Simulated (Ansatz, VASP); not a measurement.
# Cu: VASP beside Ansatz

```
Cu
1.0
     2.56662    0.00000    0.00000
    -1.28331    2.22276    0.00000
     0.00000    0.00000   27.57382
Cu
7
Direct
  0.66667 0.33333 0.27200
  0.33333 0.66667 0.34800
  0.00000 0.00000 0.42400
  0.66667 0.33333 0.50000
  0.33333 0.66667 0.57600
  0.00000 0.00000 0.65200
  0.66667 0.33333 0.72800
```

Alike in both runs: task single point; functional PBE; k mesh 15 × 15 × 1; occupations gaussian, width 0.1 eV; no spin polarisation.

|  | VASP | Ansatz |
| --- | --- | --- |
| version | VASP 6.6.1 | Ansatz 0.2.0 |
| potentials or method | VASP PAW PBE potentials, release 64 (Cu) | scalar-relativistic, plane waves, PAW |
| plane-wave cutoff (eV) | 520 | 420 |
| valence electrons in the cell | 77 | 133 |

```tsv
	VASP	Ansatz	Ansatz less VASP
gap on the k mesh at the Fermi level (eV)	none	none	-
rms of the force components (eV/Å)	0.025	0.028	+0.0028
work function, face that differs most (eV)	4.68	4.79	+0.107
```

Atom by atom the forces differ by 0.006 eV/Å (rms over components). A gap of «none» marks a metal or a gap that the smearing closes. The functional is the same, so the differences come from potentials, cutoffs and numerics. The two sets of potentials don't hold the same shells in valence. Ansatz warned: «xc_potential_rough_in_thin_density».
